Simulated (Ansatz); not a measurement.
# Te2Mo monolayer (2H): the cell at rest, part 2 of 2

Task: relax Te2Mo monolayer (2H) tightly.

Ansatz 0.2.0; DFT PBEsol, scalar-relativistic, plane waves, PAW.

So far. Step 2 (A coarse first look): The coarse mesh shows a gap of 1.12 eV.

**4. Relaxing to small forces for the phonons**

Phonons need a cell at rest on their own settings, so the relaxation is repeated with tight tolerances on forces and stress on the k mesh and occupations of the first response run.

File input.yaml:

```yaml
crystal:
  lattice:
    - [3.4908847574, 0.0, 0.0]
    - [-1.7454423787, 3.0231948816, 0.0]
    - [0.0, 0.0, 31.0]
  atoms:
    - { symbol: Mo, position: [0.3333333333, 0.6666666667, 0.3225806452] }
    - { symbol: Te, position: [0.6666666667, 0.3333333333, 0.3807555727] }
    - { symbol: Te, position: [0.6666666667, 0.3333333333, 0.2644057176] }
  periodic: [true, true, false]
kpoints:
  mp_grid: { grid: [12, 12, 1] }
hamiltonian:
  xc: pbesol
scf:
  occupations: { method: fixed }
output:
  forces: true
  stress: true
  eigenvalues: true
  write_density: true
  write_potential: true
  elf: true
  volumetric_format: npy
relax:
  adjacent_minimum: "off"
  f_tol: 0.001
  max_steps: 60
  cell: { stress_2d_tol: 0.002 }
```

Command:

```bash
$ ansatz run input.yaml --threads 8 --pin off --max-ram 14336MiB --backend cpu --events-out ev --progress --plain --runs-dir out
```

Numbers of over 12 decimals in the logs are rounded to 6 here.

The program printed:

```text
[...]
Crystal: 3 atoms, lattice volume = 327.162 Å³
Basis set: ecut = 420 eV, 6373 PW (Γ), exchange–correlation on 48×48×432 points (8 copies of the dense FFT grid, shifted against one another)
Bands: 28, of which v1, the nominal top of the filled ones, is band 23 counted from 1 (22 counted from 0)
Symmetry: 12 space group operations
[...]
° read free of the cell's end (the report's vacuum.weakly_bound_levels)
--- Relaxed structure (2 steps of the walk, 2 accepted, 1 SCFs on fresh bases) ---
[...]
cell:  # Å, volume = 327.1885 Å³
    - [3.491024, 0, 0]
    - [-1.745512, 3.023315, 0]
    - [0, 0, 31.0]
  atoms:
    - { symbol: Mo, position: [0.333333, 0.666667, 0.322581] }
    - { symbol: Te, position: [0.666667, 0.333333, 0.380755] }
    - { symbol: Te, position: [0.666667, 0.333333, 0.264406] }
[key lines of the parts left out:]
SCF converged after 8 iterations
Free energy (F): -18701.276514 eV
Fermi energy:    -4.926740 eV
P = ½ c Tr σ = -0.0016 N/m
```

The job ended after 8.1 s (8 threads of Arm Neoverse V2, shared host; peak memory 0.87 GiB; 59 s of CPU time).

Little changed from the start: no atom moved by 0.005 Å and no cell edge by 0.1 %.

Valence density in the ac plane at fractional y = 0.333, with atoms of Te within 0.2 Å of it. It is the smooth field of the valence electrons, not physical close to the nuclei.

Values in e/Å³, 24 rows by 14 columns, each cell a mean:
```
 0  0  0  0  0  0  0  0  0  0  0  0  0  0
 0  0  0  0  0  0  0  0  0  0  0  0  0  0
 0  0  0  0  0  0  0  0  0  0  0  0  0  0
 0  0  0  0  0  0  0  0  0  0  0  0  0  0
 0  0  0  0  0  0  0  0  0  0  0  0  0  0
 0  0  0  0  0  0  0  0  0  0  0  0  0  0
 0  0  0  0  0  0  0  0  0  0  0  0  0  0
 0  0  0  0  0  0  0  0  0  0  0  0  0  0
 0  0  0  0  0  0  0  0  0  0  0  0  0  0
 0  0  0  0  0  0  0  0  0  0  0  0  0  0
 0  0  0  0  0  0  0  0  0  0  0  0  0  0
 0  0  0  0  0  0  0  0  0  0  0  0  0  0
 0  0  0  0  0  0  0  0  0  0  0  0  0  0
 0  0  0  0  0  0  0  0  0  0  0  0  0  0
 0  0  0  0  0  0  1  3  7  9  8  4  2  1
 0  0  0  0  0  0  0  1  2  3  2  1  1  0
 0  0  0  0  0  0  0  0  0  0  0  0  0  0
 0  0  0  0  0  0  1  3  8 11  9  5  2  1
 0  0  0  0  0  0  0  0  1  1  1  0  0  0
 0  0  0  0  0  0  0  0  0  0  0  0  0  0
 0  0  0  0  0  0  0  0  0  0  0  0  0  0
 0  0  0  0  0  0  0  0  0  0  0  0  0  0
 0  0  0  0  0  0  0  0  0  0  0  0  0  0
 0  0  0  0  0  0  0  0  0  0  0  0  0  0
```
Columns run along a (3.5 Å), rows up along c (31.0 Å). Atoms in or near the plane, at fractional coordinates: Te at (0.67, 0.38), Te at (0.67, 0.26).

Electrostatic potential energy in the ac plane at fractional y = 0.333, with atoms of Te within 0.2 Å of it. With pseudopotentials it is smooth inside the atoms' cores, unlike the true potential.

Ten even steps from '_' (-19 eV) to '@' (0 eV), each cell a mean:
```
@@@@@@@@@@@@@@@@@@@@@@@@@@@@
@@@@@@@@@@@@@@@@@@@@@@@@@@@@
@@@@@@@@@@@@@@@@@@@@@@@@@@@@
@@@@@@@@@@@@@@@@@@@@@@@@@@@@
@@@@@@@@@@@@@@@@@@@@@@@@@@@@
@@@@@@@@@@@@@@@@@@@@@@@@@@@@
@@@@@@@@@@@@@@@@@@@@@@@@@@@@
@@@@@@@@@@@@@@@@@@@@@@@@@@@@
@@@@@@@@@@@@@@@@@@@@@@@@@@@@
@@@@@@@@@@@@@@@@@@@@@@@@@@@@
@@@@@@@@@@@@@@@@@@@@@@@@@@@@
@@@@@@@@@@@@@@@@@@@@@@@@@@@@
@@@@@@@@@@@@@@@@@@@@@@@@@@@@
@@@@@@@@@@@@@@%%%%%%%%%%%%@@
**%%%%%%##--..==**##**++::..
**********++----==++====--==
++==--==++****++++++++++****
++##%%%%**::__==%%@@%%**..__
%%@@@@@@%%%%**++++++++++**##
@@@@@@@@@@@@@@@@@@@@@@@@@@@@
@@@@@@@@@@@@@@@@@@@@@@@@@@@@
@@@@@@@@@@@@@@@@@@@@@@@@@@@@
@@@@@@@@@@@@@@@@@@@@@@@@@@@@
@@@@@@@@@@@@@@@@@@@@@@@@@@@@
```
Columns run along a (3.5 Å; values clipped at the 3rd and 97th percentile), rows up along c (31.0 Å). Atoms in or near the plane, at fractional coordinates: Te at (0.67, 0.38), Te at (0.67, 0.26).

ELF in the ac plane at fractional y = 0.333, with atoms of Te within 0.2 Å of it. It is the smooth field of the valence electrons, not physical close to the nuclei.

Values, 24 rows by 14 columns, each cell a mean:
```
0.00 0.00 0.00 0.00 0.00 0.00 0.00 0.00 0.00 0.00 0.00 0.00 0.00 0.00
0.00 0.00 0.00 0.00 0.00 0.00 0.00 0.00 0.00 0.00 0.00 0.00 0.00 0.00
0.00 0.00 0.00 0.00 0.00 0.00 0.00 0.00 0.00 0.00 0.00 0.00 0.00 0.00
0.00 0.00 0.00 0.00 0.00 0.00 0.00 0.00 0.00 0.00 0.00 0.00 0.00 0.00
0.00 0.00 0.00 0.00 0.00 0.00 0.00 0.00 0.00 0.00 0.00 0.00 0.00 0.00
0.00 0.00 0.00 0.00 0.00 0.00 0.00 0.00 0.00 0.00 0.00 0.00 0.00 0.00
0.00 0.00 0.00 0.00 0.00 0.00 0.00 0.00 0.00 0.00 0.00 0.00 0.00 0.00
0.00 0.00 0.00 0.00 0.00 0.00 0.00 0.00 0.00 0.00 0.00 0.00 0.00 0.00
0.00 0.00 0.00 0.00 0.00 0.00 0.00 0.00 0.00 0.00 0.00 0.00 0.00 0.00
0.00 0.00 0.00 0.00 0.00 0.00 0.00 0.00 0.00 0.00 0.00 0.00 0.00 0.00
0.00 0.00 0.00 0.00 0.00 0.00 0.00 0.00 0.00 0.00 0.00 0.00 0.00 0.00
0.00 0.00 0.00 0.00 0.00 0.00 0.00 0.00 0.00 0.00 0.00 0.00 0.00 0.00
0.01 0.00 0.00 0.00 0.01 0.03 0.07 0.13 0.17 0.19 0.18 0.14 0.09 0.04
0.27 0.09 0.04 0.06 0.19 0.42 0.61 0.73 0.76 0.78 0.77 0.75 0.68 0.54
0.54 0.35 0.20 0.26 0.48 0.57 0.54 0.38 0.24 0.21 0.21 0.32 0.48 0.57
0.39 0.27 0.20 0.23 0.34 0.44 0.46 0.41 0.34 0.30 0.32 0.39 0.45 0.46
0.26 0.21 0.20 0.21 0.24 0.30 0.36 0.37 0.35 0.33 0.34 0.36 0.37 0.34
0.54 0.39 0.25 0.30 0.50 0.54 0.48 0.29 0.13 0.11 0.10 0.21 0.40 0.51
0.43 0.18 0.08 0.11 0.33 0.58 0.70 0.73 0.71 0.70 0.70 0.73 0.73 0.67
0.05 0.02 0.01 0.01 0.03 0.10 0.21 0.34 0.40 0.43 0.42 0.36 0.27 0.16
0.00 0.00 0.00 0.00 0.00 0.00 0.00 0.01 0.01 0.02 0.01 0.01 0.01 0.00
0.00 0.00 0.00 0.00 0.00 0.00 0.00 0.00 0.00 0.00 0.00 0.00 0.00 0.00
0.00 0.00 0.00 0.00 0.00 0.00 0.00 0.00 0.00 0.00 0.00 0.00 0.00 0.00
0.00 0.00 0.00 0.00 0.00 0.00 0.00 0.00 0.00 0.00 0.00 0.00 0.00 0.00
```
Columns run along a (3.5 Å), rows up along c (31.0 Å). Atoms in or near the plane, at fractional coordinates: Te at (0.67, 0.38), Te at (0.67, 0.26).

The largest force component left is 0.30 meV/Å, within the tolerances set.

**5. Outcome**

| Item | Value |
| --- | --- |
| space group after relaxation (within 0.01 Å) | P-6m2 |
| lattice constant a | 3.491 Å |
| lattice constant b | 3.491 Å |
| area per atom | 3.52 Å² |
| gap on the k-mesh | 1.20 eV |

What this shows: The largest force component left is 0.30 meV/Å, within the tolerances set. The relaxation keeps the symmetry of its start, so it says nothing on stability against lower symmetry. Spin-orbit coupling is left out, which can matter for the heavy elements here. The starting cell was built on a prototype and not taken from a measurement.

[Logs are printed without paths, hosts, clocks, repeated set-up lines and the standing remarks that a program may print on its own settings, such as how far it seeks lower states.]

[Hosts, paths, dates, database ids (printed as entryN), source tags and the programs' standing remarks are cut or masked in the printed files.]
